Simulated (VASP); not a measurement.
# Si (Fd-3m) in VASP: a series of runs

Runs on Si. Level: LDA. Tasks: single point.

All numbers are computed with VASP 6.6.1; they aren't measurements. Logs are shortened: lines on timing, memory, paths and dates and some standing lists are left out, and cuts for length are marked.

## Step 1: The undisturbed crystal

The structure is cubic, space group Fd-3m (No. 227). Conventional cell: a = 5.444 Å, b = 5.444 Å, c = 5.444 Å, α = 90.00°, β = 90.00°, γ = 90.00°. Si (site symmetry -43m) is surrounded by 4 Si at 2.36 Å.

## Step 2: Single point, LDA (grid = ENCUT=350 dk=0.6 cell=3x3x2 ISMEAR=0 SIGMA=0.05 LREAL=Auto EDIFF=1e-06)

The input, INCAR:

```
ALGO = Fast
EDIFF = 1E-6
ENCUT = 350
GGA = CA
ISIF = 2
ISMEAR = 0
KPAR = 2
LASPH = T
LCHARG = F
LREAL = Auto
LWAVE = F
NBANDS = 84
NCORE = 1
NELM = 120
PREC = Accurate
SIGMA = 0.05
```

The input, KPOINTS:

```
k-points
0
Gamma
  2 2 2
```

The input, POSCAR:

```
Si
1.0
    0.0000000000      8.1655535595      8.1655535595
    8.1655535595      0.0000000000      8.1655535595
    5.4437023730      5.4437023730      0.0000000000
Si
36
Direct
    0.1666666667      0.1666666667      0.2500000000
    0.1666666667      0.1666666667      0.7500000000
    0.1666666667      0.5000000000      0.2500000000
    0.1666666667      0.5000000000      0.7500000000
    0.1666666667      0.8333333333      0.2500000000
    0.1666666667      0.8333333333      0.7500000000
    0.5000000000      0.1666666667      0.2500000000
    0.5000000000      0.1666666667      0.7500000000
    0.5000000000      0.5000000000      0.2500000000
    0.5000000000      0.5000000000      0.7500000000
    0.5000000000      0.8333333333      0.2500000000
    0.5000000000      0.8333333333      0.7500000000
    0.8333333333      0.1666666667      0.2500000000
    0.8333333333      0.1666666667      0.7500000000
    0.8333333333      0.5000000000      0.2500000000
    0.8333333333      0.5000000000      0.7500000000
    0.8333333333      0.8333333333      0.2500000000
    0.8333333333      0.8333333333      0.7500000000
    0.2500000000      0.2500000000      0.3750000000
    0.2500000000      0.2500000000      0.8750000000
    0.2500000000      0.5833333333      0.3750000000
    0.2500000000      0.5833333333      0.8750000000
    0.2500000000      0.9166666667      0.3750000000
    0.2500000000      0.9166666667      0.8750000000
    0.5833333333      0.2500000000      0.3750000000
    0.5833333333      0.2500000000      0.8750000000
    0.5833333333      0.5833333333      0.3750000000
    0.5833333333      0.5833333333      0.8750000000
    0.5833333333      0.9166666667      0.3750000000
    0.5833333333      0.9166666667      0.8750000000
    0.9166666667      0.2500000000      0.3750000000
    0.9166666667      0.2500000000      0.8750000000
    0.9166666667      0.5833333333      0.3750000000
    0.9166666667      0.5833333333      0.8750000000
    0.9166666667      0.9166666667      0.3750000000
    0.9166666667      0.9166666667      0.8750000000
```

Potentials or basis: VASP PAW LDA potentials, release 64 (Si).

Run with:

```sh
> cat potpaw_LDA.64/Si/POTCAR > POTCAR
> mpirun -np 4 vasp_std > vasp.out
```

OUTCAR:

```text
EDIFF = 1E-6
   ENCUT = 350
   GGA = CA
   ISIF = 2
   ISMEAR = 0
   LASPH = T
   LREAL = Auto
   NELM = 120
   PREC = Accurate

 Found      6 irreducible k-points:

 Following reciprocal coordinates:
            Coordinates               Weight
  0.000000  0.000000  0.000000      1.000000
  0.500000  0.000000  0.000000      2.000000
  0.500000  0.500000  0.000000      1.000000
  0.000000  0.000000  0.500000      1.000000
  0.500000  0.000000  0.500000      2.000000
  0.500000  0.500000  0.500000      1.000000
   k-points           NKPTS =      6   k-points in BZ     NKDIM =      6   number of bands    NBANDS=     84
   number of dos      NEDOS =    301   number of ions     NIONS =     36
   total plane-waves  NPLWV = 235200
   dimension x,y,z NGX =    70 NGY =   70 NGZ =   48
   dimension x,y,z NGXF=   140 NGYF=  140 NGZF=   96
   ions per type =              36
   NGX,Y,Z   is equivalent  to a cutoff of  10.08, 10.08, 10.37 a.u.
   NGXF,Y,Z  is equivalent  to a cutoff of  20.15, 20.15, 20.73 a.u.
 SYSTEM =  unknown system
   PREC   = accura    normal or accurate (medium, high low for compatibility)
   ISTART =      0    job   : 0-new  1-cont  2-samecut
   ICHARG =      2    charge: 1-file 2-atom 10-const
   ISPIN  =      1    spin polarized calculation?
   LNONCOLLINEAR =      F non collinear calculations
   LSORBIT =      F    spin-orbit coupling
   LASPH  =      T    aspherical Exc in radial PAW
   ENCUT  =  350.0 eV  25.72 Ry    5.07 a.u.  17.62 17.62 11.74*2*pi/ulx,y,z
   NELM   =    120;   NELMIN=  2; NELMDL= -5     # of ELM steps
   EDIFF  = 0.1E-05   stopping-criterion for ELM
   LREAL  =      T    real-space projection
   EDIFFG = 0.1E-04   stopping-criterion for IOM
   NSW    =      0    number of steps for IOM
   IBRION =     -1    ionic relax: 0-MD 1-quasi-New 2-CG
   NFREE  =      0    steps in history (QN), initial steepest desc. (CG)
   ISIF   =      2    stress and relaxation
   ISYM   =      2    0-nonsym 1-usesym 2-fastsym
   POTIM  = 0.5000    time-step for ionic-motion
   TEBEG  =    0.0;   TEEND  =   0.0 temperature during run
   PSTRESS=    0.0 pullay stress
   NELECT =     144.0000    total number of electrons
   NUPDOWN=      -1.0000    fix difference up-down
   EMIN   =  10.00;   EMAX   =-10.00  energy-range for DOS
   EFERMI =   0.00;   METHOD = LEGACY
   ISMEAR =     0;   SIGMA  =   0.05  broadening in eV -4-tet -1-fermi 0-gaus
   EFERMI_NEDOS =   21; number of points for ismear=-14 and -15
   IALGO  =     68    algorithm
   IMIX   =      4    mixing-type and parameters
     AMIX     =   0.40;   BMIX     =  1.00
     AMIX_MAG =   1.60;   BMIX_MAG =  1.00
  volume/ion in A,a.u.               =      20.16       136.08
  Fermi-wavevector in a.u.,A,eV,Ry     =   0.954766  1.804247 12.402783  0.911579
  Thomas-Fermi vector in A             =   2.083543
   LORBIT       =      0    0 simple, 1 ext, 2 COOP (PROOUT), +10 PAW based schemes
   GGA     = CA    functional components
   LHFCALC =     F    Hartree Fock is set to
   AEXX    =    0.0000 exact exchange contribution
   IVDW    =     0    specifies the selected vdW correction
   LEPSILON=     F    determine dielectric tensor
   LRPA    =     F    only Hartree local field effects (RPA)
 non-spin polarized calculation
 RMM-DIIS sequential band-by-band and
 Gauss-broadening in eV      SIGMA  =   0.05
  energy-cutoff  :      350.00
  volume of cell :      725.93
 maximum number of plane-waves:     10855
   NGX = 35   NGY = 35   NGZ = 23

 number of electron     143.9999994 magnetization

 Free energy of the ion-electron system (eV)
  ---------------------------------------------------
  ext. energy  EPLUGINS =         0.00000000
  ---------------------------------------------------
  free energy    TOTEN  =      -213.56468963 eV

  energy without entropy =     -213.56468963  energy(sigma->0) =     -213.56468963

 E-fermi :   5.9444     XC(G=0):  -9.5747

 val. band max:        5.7117850927   @ k =   0.0000   0.0000   0.0000
 cond. band min:       6.3162969213   @ k =   0.5000   0.5000   0.0000
 fundamental gap:      0.6045118286
 Fermi energy:         5.9444128530

 k-point     1 :       0.0000    0.0000    0.0000
  band No.  band energies     occupation
      1      -6.2030      2.00000
      2      -4.8335      2.00000
      3      -4.8335      2.00000
      4      -4.8335      2.00000
      5      -4.8335      2.00000
      6      -4.3097      2.00000
[... 76 lines left out ...]
     83       7.3353      0.00000
     84       7.3358      0.00000

 k-point     2 :       0.5000    0.0000    0.0000
  band No.  band energies     occupation
      1      -5.8439      2.00000
      2      -5.8439      2.00000
      3      -4.9108      2.00000
      4      -4.9108      2.00000
      5      -4.1083      2.00000
      6      -4.1083      2.00000
[... 76 lines left out ...]
     83       7.6667      0.00000
     84       7.9494      0.00000

 k-point     3 :       0.5000    0.5000    0.0000
  band No.  band energies     occupation
      1      -5.7216      2.00000
      2      -5.7216      2.00000
      3      -5.2589      2.00000
      4      -5.2589      2.00000
      5      -4.1072      2.00000
      6      -4.1072      2.00000
[... 76 lines left out ...]
     83       7.6515      0.00000
     84       7.6515      0.00000

 k-point     4 :       0.0000    0.0000    0.5000
  band No.  band energies     occupation
      1      -5.4075      2.00000
      2      -5.4075      2.00000
      3      -4.9570      2.00000
      4      -4.9570      2.00000
      5      -4.6931      2.00000
      6      -4.6931      2.00000
[... 76 lines left out ...]
     83       7.6854      0.00000
     84       7.7506      0.00000

 k-point     5 :       0.5000    0.0000    0.5000
  band No.  band energies     occupation
      1      -5.3962      2.00000
      2      -5.3962      2.00000
      3      -5.1709      2.00000
      4      -5.1709      2.00000
      5      -4.7294      2.00000
      6      -4.7294      2.00000
[... 76 lines left out ...]
     83       8.3988      0.00000
     84       8.5939      0.00000

 k-point     6 :       0.5000    0.5000    0.5000
  band No.  band energies     occupation
      1      -5.6367      2.00000
      2      -5.6367      2.00000
      3      -4.4875      2.00000
      4      -4.4875      2.00000
      5      -4.4875      2.00000
      6      -4.4875      2.00000
[... 76 lines left out ...]
     83       8.6047      0.00000
     84       8.6249      0.00000

------------------------ aborting loop because EDIFF is reached ----------------------------------------

  FORCE on cell =-STRESS in cart. coord.  units (eV):
  Direction    XX          YY          ZZ          XY          YZ          ZX
  --------------------------------------------------------------------------------------
  -------------------------------------------------------------------------------------
  Total       -8.0432940     -8.0432940    -11.4276969      2.1842921      0.3550443      0.3550443
  in kB      -17.7520656    -17.7520656    -25.2216597      4.8208728      0.7836055      0.7836056
  external PRESSURE =     -20.2419303 kB  Pullay stress =       0.0000000 kB

 VOLUME and BASIS-vectors are now :
 -----------------------------------------------------------------------------
  energy-cutoff  :      350.00
  volume of cell :      725.93
      direct lattice vectors                 reciprocal lattice vectors
     0.000000000  8.165553559  8.165553559    -0.061232836  0.061232836  0.061232836
     8.165553559  0.000000000  8.165553559     0.061232836 -0.061232836  0.061232836
     5.443702373  5.443702373  0.000000000     0.091849254  0.091849254 -0.091849254

 POSITION                                       TOTAL-FORCE (eV/Angst)
 -----------------------------------------------------------------------------------
      2.72185      2.72185      2.72185         0.001430      0.001430     -0.003545
      5.44370      5.44370      2.72185         0.001430      0.001430     -0.003545
      5.44370      2.72185      5.44370         0.001430      0.001430     -0.003545
      8.16555      5.44370      5.44370         0.001430      0.001430     -0.003545
      8.16555      2.72185      8.16555         0.001430      0.001430     -0.003545
     10.88740      5.44370      8.16555         0.001430      0.001430     -0.003545
[... 28 lines left out ...]
      9.52648      9.52648     14.97018        -0.001430     -0.001430      0.003545
     12.24833     12.24833     14.97018        -0.001430     -0.001430      0.003545
 -----------------------------------------------------------------------------------
    total drift:                                0.000001      0.000001      0.000001

  FREE ENERGIE OF THE ION-ELECTRON SYSTEM (eV)
  ---------------------------------------------------
  free  energy   TOTEN  =      -213.5646896291 eV

  energy  without entropy=     -213.5646896291  energy(sigma->0) =     -213.56468963
```

Wall time 2.2 min (4 MPI ranks of Intel Xeon Platinum 8488C (Sapphire Rapids), shared host); peak memory 0.33 GiB.

The run converged, but some of its settings lie outside the range that counts as converged, so its numbers aren't taken as properties of the crystal.

Results:

- Free energy: -213.5647 eV
- Pressure: -2.0 GPa
- Band gap on the k mesh: 0.60 eV

Caveat: the k mesh is coarse (spacing up to 0.50 Å⁻¹), so the values aren't converged; the result breaks the symmetry of the cell; the real-space grid breaks the cell's symmetry a little.

## Step 3: Single point, LDA (grid = ENCUT=300 dk=0.45 cell=3x3x2 ISMEAR=0 SIGMA=0.05 LREAL=Auto EDIFF=1e-06)

Changes to INCAR since step 2:

```diff
@@ -2,3 +2,3 @@
 EDIFF = 1E-6
-ENCUT = 350
+ENCUT = 300
 GGA = CA
```

The input, KPOINTS:

```
k-points
0
Gamma
  2 2 3
```

POSCAR is that of step 2.

Potentials or basis: VASP PAW LDA potentials, release 64 (Si).

Run with:

```sh
> cat potpaw_LDA.64/Si/POTCAR > POTCAR
> mpirun -np 4 vasp_std > vasp.out
```

It took 1.9 min on 4 MPI ranks of Intel Xeon Platinum 8488C (Sapphire Rapids), shared host; peak memory 0.32 GiB.

These settings aren't checked as converged: the numbers below hold their error.

Results:

```
Free energy            : -213.8738 eV
Pressure               : -2.1 GPa
Band gap on the k mesh : 0.62 eV
```

Caveat: the cutoff is under 1.25 times the usual one of these potentials, so pressure, stress and relaxed cells hold a basis-set (Pulay) error; an odd mesh through Γ misses points on the zone boundary, where band edges often lie.

## Step 4: Single point, LDA (grid = ENCUT=350 dk=0.45 cell=3x3x2 ISMEAR=0 SIGMA=0.05 LREAL=False EDIFF=1e-06)

Changes to INCAR since step 3:

```diff
@@ -2,3 +2,3 @@
 EDIFF = 1E-6
-ENCUT = 300
+ENCUT = 350
 GGA = CA
@@ -9,3 +9,3 @@
 LCHARG = F
-LREAL = Auto
+LREAL = F
 LWAVE = F
```

KPOINTS is that of step 3.

POSCAR is that of step 3.

Run with:

```sh
> cat potpaw_LDA.64/Si/POTCAR > POTCAR
> mpirun -np 4 vasp_std > vasp.out
```

Wall time 1.8 min (4 MPI ranks of Intel Xeon Platinum 8488C (Sapphire Rapids), shared host); peak memory 0.32 GiB.

The run converged, but some of its settings lie outside the range that counts as converged, so its numbers aren't taken as properties of the crystal.

Results:

```yaml
Free_energy: -213.9461 eV
Pressure: -2.1 GPa
Band_gap_on_the_k_mesh: 0.61 eV
```

Caveat: an odd mesh through Γ misses points on the zone boundary, where band edges often lie.

## Step 5: The reference run

An earlier run on the cell as given: functional PBE; potentials or basis VASP PAW PBE potentials, release 64 (Si); cutoff 520 eV; k mesh 8 × 8 × 8; occupations fermi-dirac, width 0.05 eV; no spin polarisation.

- Pressure: 1.3 GPa
- Band gap on the k mesh: 0.63 eV, indirect (least direct gap 2.56 eV)
